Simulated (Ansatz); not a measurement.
# Pd: the cost of one run

Method: DFT, scalar-relativistic, functionals as named in each step, in Ansatz 0.2.0.

**1. The structure to begin with**

It takes space group Fm-3m (No. 225, cubic). The conventional cell has a = 3.890 Å, b = 3.890 Å, c = 3.890 Å, α = 90.00°, β = 90.00°, γ = 90.00°. Pd (site symmetry m-3m) has 12 Pd at 2.75 Å in its first shell of neighbours.

Coordinates:

```xyz
1
Lattice="0.0000 1.9449 1.9449 1.9449 0.0000 1.9449 1.9449 1.9449 0.0000" Properties=species:S:1:pos:R:3 pbc="T T T"
Pd    0.0000    0.0000    0.0000
```

**2. LDA, LAPW**

input.yaml reads:

```yaml
crystal:
  lattice:
    - [0.0, 1.9449, 1.9449]
    - [1.9449, 0.0, 1.9449]
    - [1.9449, 1.9449, 0.0]
  atoms:
    - { symbol: Pd, position: [0.0, 0.0, 0.0] }
kpoints:
  mp_grid: { grid: [18, 18, 18] }
  band_path:
    path:
      - [0.0, 0.0, 0.0]
      - [0.5, 0.0, 0.5]
      - [0.625, 0.25, 0.625]
      - [0.375, 0.375, 0.75]
      - [0.0, 0.0, 0.0]
      - [0.5, 0.5, 0.5]
      - [0.5, 0.25, 0.75]
      - [0.5, 0.0, 0.5]
    npoints: 5
scf:
  occupations: { method: fermi_dirac, width: 0.05 }
hamiltonian:
  xc: lda
  pseudopotentials: { kind: all_electron, lapw: { basis_error: 0.00025 } }
output:
  forces: true
  stress: true
  eigenvalues: true
```

Command:

```
$ ansatz run input.yaml --threads 1 --pin off --max-ram 2048MiB --backend cpu --events-out ev --progress --plain --runs-dir out
```

Q: Estimate wall time and peak memory on 1 thread of Arm Neoverse V1, shared host.

About 20 s, with a peak of 0.42 GiB.
